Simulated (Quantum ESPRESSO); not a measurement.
# How biaxial strain moves the moments of Fe

Wanted: the trend of the moments of Fe with biaxial strain.

Program: Quantum ESPRESSO 7.5. Level of theory: PBE; plane waves with GBRV 1.5 PBE potentials, no spin-orbit coupling. Results are calculated unless marked as measured.

## (1) The starting structure

The structure is cubic, space group Im-3m (No. 229). The conventional cell has a = 2.866 Å, b = 2.866 Å, c = 2.866 Å, α = 90.00°, β = 90.00°, γ = 90.00°. Nearest to Fe lie 8 Fe at 2.48 Å.

The lattice constants were typed from memory of published values and not checked against a source.

## (2) Biaxial 0.97, ferro +

Lengths in the Cartesian xy plane scale by the factor; z is kept. Atoms keep their fractional places. Seeded atoms are those given a starting moment.

Contents of pw.in:

```
&CONTROL
  calculation = 'scf'
  prefix = 'pwscf'
  outdir = './tmp'
  pseudo_dir = './pseudo'
  disk_io = 'nowf'
  tprnfor = .true.
  tstress = .true.
/
&SYSTEM
  ibrav = 0
  celldm(1) = 8
  nat = 1
  ntyp = 1
  ecutwfc = 40
  ecutrho = 280
  nbnd = 15
  occupations = 'smearing'
  smearing = 'fd'
  degauss = 0.00367493
  nspin = 2
  starting_magnetization(1) = 0.175
/
&ELECTRONS
  conv_thr = 2d-09
  electron_maxstep = 150
  mixing_beta = 0.3
/
ATOMIC_SPECIES
Fe     55.8450 fe_pbe_v1.5.uspp.F.UPF
CELL_PARAMETERS alat
  -0.3283422763114    0.3283422763114    0.3384971920736
   0.3283422763114   -0.3283422763114    0.3384971920736
   0.3283422763114    0.3283422763114   -0.3384971920736
ATOMIC_POSITIONS crystal
Fe      0.0000000000    0.0000000000    0.0000000000
K_POINTS automatic
16 16 16 0 0 0
```

Command:

```bash
> OMP_NUM_THREADS=1 mpirun -n 4 pw.x -nk 4 -in pw.in > pw.out
```

The log of the run:

```text
Program PWSCF v.7.5 starts

     Message from routine setup:
     using ibrav=0 with symmetry is DISCOURAGED, use correct ibrav instead

     K-points division:     npool     =       4
     Subspace diagonalization in iterative solution of the eigenvalue problem:

     bravais-lattice index     =            0
     lattice parameter (alat)  =       8.0000  a.u.
     unit-cell volume          =      74.7375 (a.u.)^3
     number of atoms/cell      =            1
     number of atomic types    =            1
     number of electrons       =        16.00
     number of Kohn-Sham states=           15
     kinetic-energy cutoff     =      40.0000  Ry
     charge density cutoff     =     280.0000  Ry
     scf convergence threshold =      2.0E-09
     mixing beta               =       0.3000
     number of iterations used =            8  plain     mixing
     Exchange-correlation=  SLA  PW   PBX  PBC
                           (   1   4   3   4   0   0   0)

     celldm(1)=   8.000000  celldm(2)=   0.000000  celldm(3)=   0.000000
     celldm(4)=   0.000000  celldm(5)=   0.000000  celldm(6)=   0.000000

     crystal axes: (cart. coord. in units of alat)
               a(1) = (  -0.328342   0.328342   0.338497 )
               a(2) = (   0.328342  -0.328342   0.338497 )
               a(3) = (   0.328342   0.328342  -0.338497 )

     reciprocal axes: (cart. coord. in units 2 pi/alat)
               b(1) = ( -0.000000  1.522801  1.477117 )
               b(2) = (  1.522801 -0.000000  1.477117 )
               b(3) = (  1.522801  1.522801  0.000000 )

     PseudoPot. # 1 for Fe read from file:
     fe_pbe_v1.5.uspp.F.UPF
     Pseudo is Ultrasoft + core correction, Zval = 16.0

     atomic species   valence    mass     pseudopotential
     Fe               16.00    55.84500     Fe( 1.00)

     Starting magnetic structure
     atomic species   magnetization
     Fe              0.175

     16 Sym. Ops., with inversion, found

   Cartesian axes

     site n.     atom                  positions (alat units)
         1        Fe     tau(   1) = (   0.0000000   0.0000000   0.0000000  )

     number of k points=   349  Fermi-Dirac smearing, width (Ry)=  0.0037

     Number of k-points >= 100: set verbosity='high' to print them.

     Dense  grid:     5915 G-vectors     FFT dimensions: (  25,  25,  25)

     Smooth grid:     2555 G-vectors     FFT dimensions: (  20,  20,  20)

     Check: negative core charge=   -0.000067
     Generating pointlists ...
     new r_m :   0.2370 (alat units)  1.8963 (a.u.) for type    1

     Initial potential from superposition of free atoms

     starting charge      15.0000, renormalised to      16.0000
     Starting wfcs are   13 randomized atomic wfcs +    2 random wfcs

     Self-consistent Calculation

     iteration #  1     ecut=    40.00 Ry     beta= 0.30
     Davidson diagonalization with overlap
     ethr =  1.00E-02,  avg # of iterations =  4.2

     total energy              =    -249.90475457 Ry
     estimated scf accuracy    <       2.24970189 Ry

     total magnetization       =     1.94 Bohr mag/cell
     absolute magnetization    =     1.94 Bohr mag/cell

     iteration #  2     ecut=    40.00 Ry     beta= 0.30
     Davidson diagonalization with overlap
     ethr =  1.00E-02,  avg # of iterations =  1.9

     total energy              =    -250.33796491 Ry
     estimated scf accuracy    <       0.02388867 Ry

     total magnetization       =     2.35 Bohr mag/cell
     absolute magnetization    =     2.38 Bohr mag/cell

     [... further iterations left out ...]

     iteration # 11     ecut=    40.00 Ry     beta= 0.30
     Davidson diagonalization with overlap
     ethr =  3.23E-10,  avg # of iterations =  1.6

     total energy              =    -250.34619385 Ry
     estimated scf accuracy    <          4.6E-09 Ry

     total magnetization       =     2.21 Bohr mag/cell
     absolute magnetization    =     2.32 Bohr mag/cell

     iteration # 12     ecut=    40.00 Ry     beta= 0.30
     Davidson diagonalization with overlap
     ethr =  2.89E-11,  avg # of iterations =  1.5

     Magnetic moment per site  (integrated on atomic sphere of radius R)
     atom   1 (R=0.237)  charge= 14.3688  magn=  2.2526

     End of self-consistent calculation

     Number of k-points >= 100: set verbosity='high' to print the bands.

     the Fermi energy is    18.8017 ev

!    total energy              =    -250.34619388 Ry
     estimated scf accuracy    <          3.7E-10 Ry
     smearing contrib. (-TS)   =      -0.00064257 Ry
     internal energy E=F+TS    =    -250.34555131 Ry

     The total energy is F=E-TS. E is the sum of the following terms:
     one-electron contribution =    -111.02434188 Ry
     hartree contribution      =      65.46797103 Ry
     xc contribution           =     -29.24458353 Ry
     ewald contribution        =    -175.54459694 Ry

     total magnetization       =     2.21 Bohr mag/cell
     absolute magnetization    =     2.32 Bohr mag/cell

     convergence has been achieved in  12 iterations

     Forces acting on atoms (cartesian axes, Ry/au):

     atom    1 type  1   force =     0.00000000    0.00000000    0.00000000

     Total force =     0.000000     Total SCF correction =     0.000000

     Computing stress (Cartesian axis) and pressure

          total   stress  (Ry/bohr**3)                   (kbar)     P=       64.35
   0.00053045  -0.00000000   0.00000000           78.03       -0.00        0.00
  -0.00000000   0.00053045   0.00000000           -0.00       78.03        0.00
   0.00000000  -0.00000000   0.00025136            0.00       -0.00       36.98

=------------------------------------------------------------------------------=
   JOB DONE.
=------------------------------------------------------------------------------=
```

Wall time 10 s (4 MPI ranks of Arm Neoverse V2, shared host); peak memory 0.25 GiB.

Spin moment in the atom's sphere by atom:

```tsv
atom	spin moment in the atom's sphere (μB)
Fe1	2.25
```

This step gave:

| Quantity | Value |
| --- | --- |
| smearing term TS | 0.008743 eV |
| pressure | 6.435 GPa |
| magnetization | 2.208 μB |
| absolute magnetization | 2.32 μB |
| final state | ferromagnetic |

## (3) Biaxial 0.97, no spin polarisation

pw.in, as its differences from that of step 2:

```diff
@@ -16,3 +16,3 @@
   ecutrho = 280
-  nbnd = 15
+  nbnd = 14
   occupations = 'smearing'
@@ -20,4 +20,2 @@
   degauss = 0.00367493
-  nspin = 2
-  starting_magnetization(1) = 0.175
 /
```

The log of the run:

```text
     [... lines left out ...]
Program PWSCF v.7.5 starts
     [... lines left out ...]
     number of atoms/cell      =            1
     [... lines left out ...]
     number of electrons       =        16.00
     number of Kohn-Sham states=           14
     kinetic-energy cutoff     =      40.0000  Ry
     charge density cutoff     =     280.0000  Ry
     scf convergence threshold =      2.0E-09
     [... lines left out ...]
     16 Sym. Ops., with inversion, found
     [... lines left out ...]
     number of k points=   349  Fermi-Dirac smearing, width (Ry)=  0.0037
     [... lines left out ...]
     iteration # 10     ecut=    40.00 Ry     beta= 0.30
     [... lines left out ...]
     the Fermi energy is    18.8832 ev
!    total energy              =    -250.30933840 Ry
     estimated scf accuracy    <          7.7E-12 Ry
     smearing contrib. (-TS)   =      -0.00216209 Ry
     [... lines left out ...]
     convergence has been achieved in  10 iterations
     [... lines left out ...]
     Total force =     0.000000     Total SCF correction =     0.000000
     [... lines left out ...]
          total   stress  (Ry/bohr**3)                   (kbar)     P=     -130.18
     [... lines left out ...]
```

Run time: 4.6 s. Hardware: 4 MPI ranks; peak memory 0.21 GiB; 18 s of CPU time.

Read from the output:

```yaml
smearing_term_ts: 0.02942 eV
pressure: -13.02 GPa
final_state: non-magnetic (no spin polarisation)
```

## (4) Biaxial 1.03, ferro +

pw.in, as its differences from that of step 3:

```diff
@@ -16,3 +16,3 @@
   ecutrho = 280
-  nbnd = 14
+  nbnd = 15
   occupations = 'smearing'
@@ -20,2 +20,4 @@
   degauss = 0.00367493
+  nspin = 2
+  starting_magnetization(1) = 0.175
 /
@@ -29,5 +31,5 @@
 CELL_PARAMETERS alat
-  -0.3283422763114    0.3283422763114    0.3384971920736
-   0.3283422763114   -0.3283422763114    0.3384971920736
-   0.3283422763114    0.3283422763114   -0.3384971920736
+  -0.3486521078358    0.3486521078358    0.3384971920736
+   0.3486521078358   -0.3486521078358    0.3384971920736
+   0.3486521078358    0.3486521078358   -0.3384971920736
 ATOMIC_POSITIONS crystal
```

The log of the run:

```text
     [... lines left out ...]
Program PWSCF v.7.5 starts
     [... lines left out ...]
     number of atoms/cell      =            1
     [... lines left out ...]
     number of electrons       =        16.00
     number of Kohn-Sham states=           15
     kinetic-energy cutoff     =      40.0000  Ry
     charge density cutoff     =     280.0000  Ry
     scf convergence threshold =      2.0E-09
     [... lines left out ...]
     16 Sym. Ops., with inversion, found
     [... lines left out ...]
     number of k points=   349  Fermi-Dirac smearing, width (Ry)=  0.0037
     [... lines left out ...]
     iteration # 13     ecut=    40.00 Ry     beta= 0.30
     [... lines left out ...]
     Magnetic moment per site  (integrated on atomic sphere of radius R)
     atom   1 (R=0.247)  charge= 14.4642  magn=  2.6011
     [... lines left out ...]
     the Fermi energy is    16.1868 ev
!    total energy              =    -250.34378062 Ry
     estimated scf accuracy    <          1.1E-09 Ry
     smearing contrib. (-TS)   =      -0.00065338 Ry
     [... lines left out ...]
     total magnetization       =     2.53 Bohr mag/cell
     absolute magnetization    =     2.69 Bohr mag/cell
     convergence has been achieved in  13 iterations
     [... lines left out ...]
     Total force =     0.000000     Total SCF correction =     0.000000
     [... lines left out ...]
          total   stress  (Ry/bohr**3)                   (kbar)     P=     -100.82
     [... lines left out ...]
```

Wall time 12 s (4 MPI ranks); peak memory 0.26 GiB.

Numbers from this step:

- smearing term TS: 0.008890 eV
- pressure: -10.08 GPa
- magnetization: 2.533 μB
- absolute magnetization: 2.688 μB
- final state: ferromagnetic
- largest moment: 2.601 μB

## (5) Trends

The runs not shown differ from these in the moved quantity alone.

States, by row:

```tsv
biaxial	ferro +	no spin polarisation
0.97	ferromagnetic	non-magnetic
0.98	ferromagnetic	non-magnetic
0.99	ferromagnetic	non-magnetic
1	ferromagnetic	non-magnetic
1.01	ferromagnetic	non-magnetic
1.02	ferromagnetic	non-magnetic
1.03	ferromagnetic	non-magnetic
```

Largest site moment, ferro + against biaxial:

```tsv
biaxial (factor)	largest site moment, ferro + (μB)
0.9700	2.25
0.9800	2.30
0.9900	2.32
1.0000	2.35
1.0100	2.40
1.0200	2.51
1.0300	2.60
```

The energy less that of the parallel start, no spin polarisation by biaxial:

```tsv
biaxial (factor)	energy less that of the parallel start, no spin polarisation (meV a seeded atom)
0.9700	501
0.9800	535
0.9900	565
1.0000	594
1.0100	620
1.0200	647
1.0300	676
```

Table of energy over the lowest by biaxial; values in meV an atom:

```tsv
biaxial (factor)	ferro +	no spin polarisation
0.9700	9.70	511
0.9800	1.56	536
0.9900	0	565
1.0000	4.67	598
1.0100	14.7	635
1.0200	27.9	675
1.0300	42.5	718
```

## (6) Summary of results

```yaml
moment_parallel_start: 2.25 to 2.60 μB
states_met_from_these_starts: ferromagnetic
```

In words: The moment of the parallel start goes from 2.25 μB at 0.97 to 2.60 μB at 1.03. The net moment of the cell goes from 2.21 to 2.53 μB. The radius of the spheres follows the nearest distance, so part of the change of the site moments is the spheres'. Only a parallel start was run beside the spinless one, so opposed or spiral orders, which may lie lower, are not probed.

[Logs and program files are shortened in this print: banners, set-up blocks, solver, clock and traceback lines can be left out without a mark of their own.]

[Logs are printed without paths, hosts, clocks, repeated set-up lines and the standing remarks that a program may print on its own settings, such as how far it seeks lower states.]

[Hosts, paths, dates, database ids (printed as entryN), source tags and the programs' standing remarks are cut or masked in the printed files.]

[Where a cell is said to come from a database of computed structures, the database is the Materials Project.]
